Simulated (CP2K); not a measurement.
TiO2:

```
Ti O
1.0
     6.43537    0.00000    0.00000
     5.33288    3.60199    0.00000
    -1.84389   -0.56437    6.32897
Ti O
4 8
Cartesian
  10.0583 3.0786 1.8329
  1.7749 0.5433 1.7959
  -0.1339 -0.0410 4.4961
  8.1494 2.4943 4.5330
  3.7183 1.1381 1.8569
  1.8977 0.5808 4.1297
  8.3701 2.5619 6.2992
  8.0267 2.4568 2.1993
  9.9199 3.0362 3.9874
  1.5543 0.4757 0.0298
  6.2061 1.8995 4.4721
  0.0045 0.0014 2.3416
```

The cell comes from a database or a generator and needn't be the stable form of this composition.

Base run:

| Property | Result |
| --- | --- |
| Program | CP2K 2026.2 |
| Functional | LDA |
| Potentials or basis | POTENTIAL_UZH Ti GTH-PBE-q12, O GTH-PBE-q6; DZVP-MOLOPT-PBE-GTH basis |
| Density cutoff | 11565 eV |
| k mesh | 6 × 6 × 4 |
| Occupations | fermi-dirac, width 0.05 eV |
| Spin | no spin polarisation |

Its results: band gap on the k mesh 2.66 eV, indirect (least direct gap 2.85 eV); pressure -8.8 GPa; largest force 0.191 eV/Å.

Problem. The run is repeated on the same cell with these changes: functional from LDA to HLE16. What comes out?

Solution. Band gap on the k mesh 2.48 eV, indirect (least direct gap 2.59 eV); pressure -28.2 GPa; largest force 1.640 eV/Å.

Caveats: the potentials were made for another functional, which shifts forces and pressure; the basis of atomic orbitals isn't converged, which shifts pressures, moduli and gaps; the potentials were made for a functional far from this one (some runs).
